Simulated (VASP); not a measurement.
# GaP (F-43m) in VASP: notebook

The runs below take GaP through relaxation of the atoms, with LDA.

Program: VASP 6.6.1. These are calculated values, not measurements. Logs are shortened: lines on timing, memory, paths and dates and some standing lists are left out, and cuts for length are marked.

### Step 1. The undisturbed crystal

Symmetry: F-43m, No. 216, cubic system. Conventional cell: a = 5.451 Å, b = 5.451 Å, c = 5.451 Å, α = 90.00°, β = 90.00°, γ = 90.00°. Around Ga (site symmetry -43m) lie 4 P at 2.36 Å. P (site symmetry -43m) has 4 Ga at 2.36 Å as nearest neighbours.

### Step 2. Relaxation of the atoms, LDA (a relaxed cell with its volume scaled by 1.02)

INCAR reads:

```
SYSTEM = GaP
ALGO     = Normal         ! electronic algorithm
EDIFF    = 1E-7           ! SCF threshold, eV
EDIFFG   = -0.01          ! ionic threshold
ENCUT    = 600            ! plane-wave cutoff, eV
GGA      = CA             ! functional
IBRION   = 2              ! ionic algorithm
ISIF     = 2              ! what is computed and relaxed
ISMEAR   = 0              ! smearing method
LASPH    = .True.         ! aspherical terms in the spheres
LCHARG   = .False.        ! write CHGCAR
LREAL    = .False.        ! projectors in reciprocal space
LWAVE    = .False.        ! write WAVECAR
NELM     = 80             ! most SCF steps
NSW      = 40             ! ionic steps
PREC     = Accurate       ! precision mode
SIGMA    = 0.03           ! smearing width, eV
```

KPOINTS reads:

```
k-points
0
Gamma
  8 8 8
  0 0 0
```

POSCAR reads:

```
GaP                                     
1.0
    0.0000000000      2.7145449854      2.7145449854
    2.7145449854      0.0000000000      2.7145449854
    2.7145449854      2.7145449854      0.0000000000
  Ga              P             
     1     1
Direct
     0.0000000000000000    0.0000000000000000    0.0000000000000000
     0.2500000000000000    0.2500000000000000    0.2500000000000000
```

Potentials or basis: VASP PAW LDA potentials, release 64 (Ga_d, P).

Run with:

```
cat potpaw_LDA.64/Ga_d/POTCAR potpaw_LDA.64/P/POTCAR > POTCAR
mpirun -np 1 vasp_std > vasp.out
```

OUTCAR:

```text
SYSTEM = GaP
   EDIFF = 1E-7
   EDIFFG = -0.01
   ENCUT = 600
   GGA = CA
   IBRION = 2
   ISIF = 2
   ISMEAR = 0
   LASPH = .True.
   LREAL = .False.
   NELM = 80
   NSW = 40
   PREC = Accurate

 ion  position               nearest neighbor table
   1  0.000  0.000  0.000-   2 2.35   2 2.35   2 2.35   2 2.35
   2  0.250  0.250  0.250-   1 2.35   1 2.35   1 2.35   1 2.35

  LATTYP: Found a face centered cubic cell.
 ALAT       =     5.4290899708

  Lattice vectors:

 A1 = (   0.0000000000,   2.7145449854,   2.7145449854)
 A2 = (   2.7145449854,   0.0000000000,   2.7145449854)
 A3 = (   2.7145449854,   2.7145449854,   0.0000000000)

Analysis of symmetry for initial positions (statically):
=====================================================================
 Subroutine PRICEL returns:
 Original cell was already a primitive cell.

 Routine SETGRP: Setting up the symmetry group for a
 face centered cubic supercell.

 Subroutine GETGRP returns: Found 24 space group operations
 (whereof 24 operations were pure point group operations)
 out of a pool of 48 trial point group operations.

The static configuration has the point symmetry T_d .

Analysis of symmetry for dynamics (positions and initial velocities):
=====================================================================
 Subroutine PRICEL returns:
 Original cell was already a primitive cell.

 Routine SETGRP: Setting up the symmetry group for a
 face centered cubic supercell.

 Subroutine GETGRP returns: Found 24 space group operations
 (whereof 24 operations were pure point group operations)
 out of a pool of 48 trial point group operations.

The dynamic configuration has the point symmetry T_d .

 Subroutine INISYM returns: Found 24 space group operations
 (whereof 24 operations are pure point group operations),
 and found     1 'primitive' translations

----------------------------------------------------------------------------------------

                                     Primitive cell

  volume of cell :      40.0056

  direct lattice vectors                    reciprocal lattice vectors
     0.000000000  2.714544985  2.714544985    -0.184192932  0.184192932  0.184192932
     2.714544985  0.000000000  2.714544985     0.184192932 -0.184192932  0.184192932
     2.714544985  2.714544985  0.000000000     0.184192932  0.184192932 -0.184192932

  length of vectors
     3.838946334  3.838946334  3.838946334     0.319031517  0.319031517  0.319031517

  position of ions in fractional coordinates (direct lattice)
     0.000000000  0.000000000  0.000000000
     0.250000000  0.250000000  0.250000000

  ion indices of the primitive-cell ions
   primitive index   ion index
                 1           1
                 2           2

----------------------------------------------------------------------------------------

 KPOINTS: k-points

Automatic generation of k-mesh.
 Grid dimensions read from file:
 generate k-points for:    8    8    8

 Generating k-lattice:

  Cartesian coordinates                     Fractional coordinates (reciprocal lattice)
    -0.023024117  0.023024117  0.023024117     0.125000000  0.000000000  0.000000000
     0.023024117 -0.023024117  0.023024117     0.000000000  0.125000000  0.000000000
     0.023024117  0.023024117 -0.023024117     0.000000000  0.000000000  0.125000000

  Length of vectors
     0.039878940  0.039878940  0.039878940

  Shift w.r.t. Gamma in fractional coordinates (k-lattice)
     0.000000000  0.000000000  0.000000000

 Subroutine IBZKPT returns following result:
 ===========================================

 Found     29 irreducible k-points:

 Following reciprocal coordinates:
            Coordinates               Weight
  0.000000  0.000000  0.000000      1.000000
  0.125000  0.000000  0.000000      8.000000
  0.250000  0.000000  0.000000      8.000000
  0.375000  0.000000  0.000000      8.000000
  0.500000  0.000000  0.000000      4.000000
  0.125000  0.125000  0.000000      6.000000
[... 16 lines left out ...]
  0.500000  0.250000  0.125000     48.000000
 -0.375000  0.250000  0.125000     24.000000
 [... further k-points ...]
   k-points           NKPTS =     29   k-points in BZ     NKDIM =     29   number of bands    NBANDS=     13
   number of dos      NEDOS =    301   number of ions     NIONS =      2
   total plane-waves  NPLWV =  32768
   dimension x,y,z NGX =    32 NGY =   32 NGZ =   32
   dimension x,y,z NGXF=    64 NGYF=   64 NGZF=   64
   ions per type =               1   1
   NGX,Y,Z   is equivalent  to a cutoff of  13.86, 13.86, 13.86 a.u.
   NGXF,Y,Z  is equivalent  to a cutoff of  27.72, 27.72, 27.72 a.u.
 SYSTEM =  GaP
   PREC   = accura    normal or accurate (medium, high low for compatibility)
   ISTART =      0    job   : 0-new  1-cont  2-samecut
   ICHARG =      2    charge: 1-file 2-atom 10-const
   ISPIN  =      1    spin polarized calculation?
   LNONCOLLINEAR =      F non collinear calculations
   LSORBIT =      F    spin-orbit coupling
   LASPH  =      T    aspherical Exc in radial PAW
   ENCUT  =  600.0 eV  44.10 Ry    6.64 a.u.   7.67  7.67  7.67*2*pi/ulx,y,z
   NELM   =     80;   NELMIN=  2; NELMDL= -5     # of ELM steps
   EDIFF  = 0.1E-06   stopping-criterion for ELM
   LREAL  =      F    real-space projection
   EDIFFG = -.1E-01   stopping-criterion for IOM
   NSW    =     40    number of steps for IOM
   IBRION =      2    ionic relax: 0-MD 1-quasi-New 2-CG
   NFREE  =      1    steps in history (QN), initial steepest desc. (CG)
   ISIF   =      2    stress and relaxation
   ISYM   =      2    0-nonsym 1-usesym 2-fastsym
   POTIM  = 0.5000    time-step for ionic-motion
   TEBEG  =    0.0;   TEEND  =   0.0 temperature during run
   PSTRESS=    0.0 pullay stress
   NELECT =      18.0000    total number of electrons
   NUPDOWN=      -1.0000    fix difference up-down
   EMIN   =  10.00;   EMAX   =-10.00  energy-range for DOS
   EFERMI =   0.00;   METHOD = LEGACY
   ISMEAR =     0;   SIGMA  =   0.03  broadening in eV -4-tet -1-fermi 0-gaus
   EFERMI_NEDOS =   21; number of points for ismear=-14 and -15
   IALGO  =     38    algorithm
   IMIX   =      4    mixing-type and parameters
     AMIX     =   0.40;   BMIX     =  1.00
     AMIX_MAG =   1.60;   BMIX_MAG =  1.00
  volume/ion in A,a.u.               =      20.00       134.99
  Fermi-wavevector in a.u.,A,eV,Ry     =   1.254465  2.370596 21.411257  1.573683
  Thomas-Fermi vector in A             =   2.388269
   LORBIT       =      0    0 simple, 1 ext, 2 COOP (PROOUT), +10 PAW based schemes
   GGA     = CA    functional components
   LHFCALC =     F    Hartree Fock is set to
   AEXX    =    0.0000 exact exchange contribution
   IVDW    =     0    specifies the selected vdW correction
   LEPSILON=     F    determine dielectric tensor
   LRPA    =     F    only Hartree local field effects (RPA)
 conjugate gradient relaxation of ions
 non-spin polarized calculation
 Gauss-broadening in eV      SIGMA  =   0.03
  energy-cutoff  :      600.00
  volume of cell :       40.01
 maximum number of plane-waves:      1363
   NGX = 15   NGY = 15   NGZ = 15

 number of electron      18.0000007 magnetization

 Free energy of the ion-electron system (eV)
  ---------------------------------------------------
  ext. energy  EPLUGINS =         0.00000000
  ---------------------------------------------------
  free energy    TOTEN  =       -10.44671057 eV

  energy without entropy =      -10.44671057  energy(sigma->0) =      -10.44671057

 E-fermi :   4.8114     XC(G=0): -10.2167

 val. band max:        4.6274324520   @ k =   0.0000   0.0000   0.0000
 cond. band min:       6.1000483682   @ k =   0.5000   0.5000   0.0000
 fundamental gap:      1.4726159162
 Fermi energy:         4.8114219585

 k-point     1 :       0.0000    0.0000    0.0000
  band No.  band energies     occupation
      1     -10.0994      2.00000
      2     -10.0994      2.00000
      3     -10.0994      2.00000
      4      -9.9977      2.00000
      5      -9.9977      2.00000
      6      -7.9713      2.00000
      7       4.6274      2.00000
      8       4.6274      2.00000
      9       4.6274      2.00000
     10       6.3622      0.00000
     11       8.4168      0.00000
     12       8.4168      0.00000
     13       8.4168      0.00000

 k-point     2 :       0.1250    0.0000    0.0000
  band No.  band energies     occupation
      1     -10.1125      2.00000
      2     -10.0945      2.00000
      3     -10.0945      2.00000
      4      -9.9977      2.00000
      5      -9.9977      2.00000
      6      -7.7659      2.00000
      7       2.9549      2.00000
      8       4.3891      2.00000
      9       4.3891      2.00000
     10       6.9906      0.00000
     11       8.7754      0.00000
     12       8.7754      0.00000
     13       9.0013      0.00000

 k-point     3 :       0.2500    0.0000    0.0000
  band No.  band energies     occupation
      1     -10.1416      2.00000
      2     -10.0843      2.00000
      3     -10.0843      2.00000
      4      -9.9964      2.00000
      5      -9.9964      2.00000
      6      -7.1818      2.00000
      7       0.6716      2.00000
      8       3.9447      2.00000
      9       3.9447      2.00000
     10       6.6721      0.00000
     11       9.2889      0.00000
     12       9.2889      0.00000
     13      10.8779      0.00000

 k-point     4 :       0.3750    0.0000    0.0000
  band No.  band energies     occupation
      1     -10.1681      2.00000
      2     -10.0765      2.00000
      3     -10.0765      2.00000
      4      -9.9926      2.00000
      5      -9.9926      2.00000
      6      -6.3599      2.00000
      7      -1.2574      2.00000
      8       3.6033      2.00000
      9       3.6033      2.00000
     10       6.3096      0.00000
     11       9.3304      0.00000
     12       9.3304      0.00000
     13      12.4855      0.00000

 k-point     5 :       0.5000    0.0000    0.0000
  band No.  band energies     occupation
      1     -10.1785      2.00000
      2     -10.0741      2.00000
      3     -10.0741      2.00000
      4      -9.9901      2.00000
      5      -9.9901      2.00000
      6      -5.8482      2.00000
      7      -2.1490      2.00000
      8       3.4809      2.00000
      9       3.4809      2.00000
     10       6.1791      0.00000
     11       9.2565      0.00000
     12       9.2565      0.00000
     13      12.6981      0.00000
[... 257 lines left out ...]
 k-point    22 :       0.3750    0.2500    0.1250
  band No.  band energies     occupation
      1     -10.1643      2.00000
      2     -10.0722      2.00000
      3     -10.0680      2.00000
      4     -10.0089      2.00000
      5      -9.9884      2.00000
      6      -6.6836      2.00000
      7       0.2052      2.00000
      8       2.1514      2.00000
      9       3.3189      2.00000
     10       7.8241      0.00000
     11       8.6208      0.00000
     12       9.9369      0.00000
     13      11.0920      0.00000

 k-point    23 :       0.5000    0.2500    0.1250
  band No.  band energies     occupation
      1     -10.1791      2.00000
      2     -10.0686      2.00000
      3     -10.0587      2.00000
      4     -10.0068      2.00000
      5      -9.9885      2.00000
      6      -5.9064      2.00000
      7      -1.1797      2.00000
      8       1.4983      2.00000
      9       2.8532      2.00000
     10       8.0165      0.00000
     11       8.9591      0.00000
     12      10.2212      0.00000
     13      11.6782      0.00000

 k-point    24 :      -0.3750    0.2500    0.1250
  band No.  band energies     occupation
      1     -10.1845      2.00000
      2     -10.0682      2.00000
      3     -10.0554      2.00000
      4     -10.0032      2.00000
      5      -9.9902      2.00000
      6      -5.4293      2.00000
      7      -1.9231      2.00000
      8       1.3407      2.00000
      9       2.6352      2.00000
     10       8.0049      0.00000
     11       8.7911      0.00000
     12      11.0295      0.00000
     13      12.4641      0.00000

 [... further k-points ...]
[... 5 lines left out ...]
  --------------------------------------------------------------------------------------
  -------------------------------------------------------------------------------------
  Total       -0.4265567     -0.4265567     -0.4265567      0.0000000      0.0000000     -0.0000000
  in kB      -17.0830810    -17.0830810    -17.0830810      0.0000000      0.0000000     -0.0000000
  external PRESSURE =     -17.0830810 kB  Pullay stress =       0.0000000 kB

 VOLUME and BASIS-vectors are now :
 -----------------------------------------------------------------------------
  energy-cutoff  :      600.00
  volume of cell :       40.01
      direct lattice vectors                 reciprocal lattice vectors
     0.000000000  2.714544985  2.714544985    -0.184192932  0.184192932  0.184192932
     2.714544985  0.000000000  2.714544985     0.184192932 -0.184192932  0.184192932
     2.714544985  2.714544985  0.000000000     0.184192932  0.184192932 -0.184192932

 POSITION                                       TOTAL-FORCE (eV/Angst)
 -----------------------------------------------------------------------------------
      0.00000      0.00000      0.00000         0.000000      0.000000      0.000000
      1.35727      1.35727      1.35727        -0.000000     -0.000000     -0.000000
 -----------------------------------------------------------------------------------
    total drift:                                0.000001      0.000001      0.000001

  FREE ENERGIE OF THE ION-ELECTRON SYSTEM (eV)
  ---------------------------------------------------
  free  energy   TOTEN  =       -10.4467105724 eV

  energy  without entropy=      -10.4467105724  energy(sigma->0) =      -10.44671057

 reached required accuracy - stopping structural energy minimisation
```

Run time: 8.8 s. Hardware: 1 thread of AMD EPYC 9R45 (Zen 5), shared host; peak memory 0.13 GiB.

What came out:

```yaml
Free_energy: -10.4467 eV
Pressure_after_relaxing: -1.7 GPa
Band_gap_on_the_k_mesh: 1.47 eV, indirect (least direct gap 1.73 eV)
```

Final structure:
```xyz
2
Lattice="0.0000 2.7145 2.7145 2.7145 0.0000 2.7145 2.7145 2.7145 0.0000" Properties=species:S:1:pos:R:3 pbc="T T T"
Ga    0.0000    0.0000    0.0000
P     1.3573    1.3573    1.3573
```

Caveat: the relaxation stopped at its first step, so nothing moved. A k mesh can miss the band edges.

### Step 3. Relaxation of the atoms, LDA (a relaxed cell with its volume scaled by 1.04)

INCAR is that of step 2.

KPOINTS is that of step 2.

POSCAR reads:

```
GaP                                     
1.0
    0.0000000000      2.7321723948      2.7321723948
    2.7321723948      0.0000000000      2.7321723948
    2.7321723948      2.7321723948      0.0000000000
  Ga              P             
     1     1
Direct
     0.0000000000000000    0.0000000000000000    0.0000000000000000
     0.2500000000000000    0.2500000000000000    0.2500000000000000
```

Potentials or basis: VASP PAW LDA potentials, release 64 (Ga_d, P).

Run with:

```
cat potpaw_LDA.64/Ga_d/POTCAR potpaw_LDA.64/P/POTCAR > POTCAR
mpirun -np 1 vasp_std > vasp.out
```

OUTCAR:

```text
SYSTEM = GaP
   EDIFF = 1E-7
   EDIFFG = -0.01
   ENCUT = 600
   GGA = CA
   IBRION = 2
   ISIF = 2
   ISMEAR = 0
   LASPH = .True.
   LREAL = .False.
   NELM = 80
   NSW = 40
   PREC = Accurate

 ion  position               nearest neighbor table
   1  0.000  0.000  0.000-   2 2.37   2 2.37   2 2.37   2 2.37
   2  0.250  0.250  0.250-   1 2.37   1 2.37   1 2.37   1 2.37

  LATTYP: Found a face centered cubic cell.
 ALAT       =     5.4643447896

  Lattice vectors:

[... 563 lines left out ...]
      7      -2.0299      2.00000
      8       1.2103      2.00000
      9       2.4874      2.00000
     10       7.7471      0.00000
     11       8.6008      0.00000
     12      10.7715      0.00000
     13      12.2008      0.00000

 [... further k-points ...]
[... 5 lines left out ...]
  --------------------------------------------------------------------------------------
  -------------------------------------------------------------------------------------
  Total       -0.8244178     -0.8244178     -0.8244178     -0.0000000      0.0000000     -0.0000000
  in kB      -32.3819977    -32.3819977    -32.3819977     -0.0000000      0.0000000     -0.0000000
  external PRESSURE =     -32.3819977 kB  Pullay stress =       0.0000000 kB

 VOLUME and BASIS-vectors are now :
 -----------------------------------------------------------------------------
  energy-cutoff  :      600.00
  volume of cell :       40.79
      direct lattice vectors                 reciprocal lattice vectors
     0.000000000  2.732172395  2.732172395    -0.183004557  0.183004557  0.183004557
     2.732172395  0.000000000  2.732172395     0.183004557 -0.183004557  0.183004557
     2.732172395  2.732172395  0.000000000     0.183004557  0.183004557 -0.183004557

 POSITION                                       TOTAL-FORCE (eV/Angst)
 -----------------------------------------------------------------------------------
      0.00000      0.00000      0.00000         0.000000     -0.000000      0.000000
      1.36609      1.36609      1.36609        -0.000000      0.000000     -0.000000
 -----------------------------------------------------------------------------------
    total drift:                                0.000000      0.000000      0.000001

  FREE ENERGIE OF THE ION-ELECTRON SYSTEM (eV)
  ---------------------------------------------------
  free  energy   TOTEN  =       -10.4346327969 eV

  energy  without entropy=      -10.4346327969  energy(sigma->0) =      -10.43463280

 reached required accuracy - stopping structural energy minimisation
```

OSZICAR:

```text
N       E                     dE             d eps       ncg     rms          rms(c)
DAV:   1     0.807108718058E+02    0.80711E+02   -0.10039E+04   786   0.219E+03
DAV:   2    -0.429523645783E+01   -0.85006E+02   -0.81978E+02   834   0.353E+02
DAV:   3    -0.106327633384E+02   -0.63375E+01   -0.63042E+01   949   0.778E+01
DAV:   4    -0.107482942966E+02   -0.11553E+00   -0.11549E+00   918   0.115E+01
DAV:   5    -0.107508852598E+02   -0.25910E-02   -0.25907E-02   952   0.143E+00    0.427E+00
DAV:   6    -0.104854593235E+02    0.26543E+00   -0.44931E-01  1159   0.125E+01    0.273E+00
DAV:   7    -0.104394232114E+02    0.46036E-01   -0.10020E-01   994   0.240E+00    0.103E+00
DAV:   8    -0.104346448451E+02    0.47784E-02   -0.12316E-02   872   0.149E+00    0.164E-01
DAV:   9    -0.104346239619E+02    0.20883E-04   -0.10400E-03  1134   0.522E-01    0.611E-02
DAV:  10    -0.104346265557E+02   -0.25937E-05   -0.49073E-05  1093   0.820E-02    0.240E-02
DAV:  11    -0.104346329925E+02   -0.64368E-05   -0.81095E-06   942   0.515E-02    0.509E-03
DAV:  12    -0.104346327990E+02    0.19352E-06   -0.70661E-07   929   0.124E-02    0.382E-03
DAV:  13    -0.104346327969E+02    0.20364E-08   -0.15907E-07   665   0.435E-03
   1 F= -.10434633E+02 E0= -.10434633E+02  d E =-.104346E+02
```

CONTCAR:

```text
GaP
   1.00000000000000
     0.0000000000000000    2.7321723948000001    2.7321723948000001
     2.7321723948000001    0.0000000000000000    2.7321723948000001
     2.7321723948000001    2.7321723948000001    0.0000000000000000
  Ga              P
     1     1
Direct
     0.0000000000000000    0.0000000000000000    0.0000000000000000
     0.2500000000000000    0.2500000000000000    0.2500000000000000

  0.00000000E+00  0.00000000E+00  0.00000000E+00
  0.00000000E+00  0.00000000E+00  0.00000000E+00
```

Run time: 8.9 s. Hardware: 1 thread of AMD EPYC 9R45 (Zen 5), shared host; peak memory 0.13 GiB.

What came out:

```
Free energy             : -10.4346 eV
Pressure after relaxing : -3.2 GPa
Band gap on the k mesh  : 1.49 eV, indirect (least direct gap 1.57 eV)
```

Final structure:
```
CELL_PARAMETERS angstrom
0.00000 2.73217 2.73217
2.73217 0.00000 2.73217
2.73217 2.73217 0.00000
ATOMIC_POSITIONS crystal
Ga 0.00000 0.00000 0.00000
P 0.25000 0.25000 0.25000
```

Caveat: the relaxation stopped at its first step, so nothing moved. A k mesh can miss the band edges.
